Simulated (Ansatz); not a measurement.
## V under changes of volume

One of the cells (13.872 Å³/atom); the others are scaled copies at fixed shape and fractional positions:

```
V
1.0
     2.60429    0.00000    0.00000
    -1.30215    2.25538    0.00000
     0.00000    0.00000    4.72334
V
2
Direct
  0.33333 0.66667 0.25000
  0.66667 0.33333 0.75000
```

This isn't the form of V at room conditions, which is bcc.

| Property | Result |
| --- | --- |
| Program | Ansatz 0.2.0 |
| Functional | PBEsol |
| Potentials or basis | all-electron LAPW, scalar-relativistic |
| Cutoff | 282 eV (chosen from the basis error) |
| Basis error allowed | 0.0005 eV/atom |
| k mesh | 12 × 12 × 6 |
| Occupations | fermi-dirac, width 0.05 eV |
| Spin | collinear spin, ferromagnetic start |
| Starting moments | [2.0, 2.0] μB |

```csv
volume (Å³/atom),energy over the lowest point (meV/atom),pressure (GPa)
13.039,?,?
13.317,0.00,-0.2
13.594,3.88,-3.9
13.872,13.86,-7.2
14.149,29.36,-10.3
14.427,49.83,-13.0
14.704,74.77,-15.4
```

**Question.** What does the run at 13.039 Å³/atom give?

**Answer.** Energy over the lowest point 2.89 meV/atom; pressure 3.9 GPa.

Worked out: A Birch-Murnaghan fit of order 3 (a polynomial in V^(-2/3)) to the other rows has its minimum at 13.29 Å³/atom, just outside them, with B0 = V·E''(V) = 188 GPa and B' = 3.9 at fixed shape and positions, which overstates the stiffness. It gives 2.88 meV/atom at 13.039 Å³/atom, against the run's 2.89, and -dE/dV = 3.7 GPa, against 3.9.

Energies are extrapolated to zero smearing.

Caveats: the starting moments weren't kept.
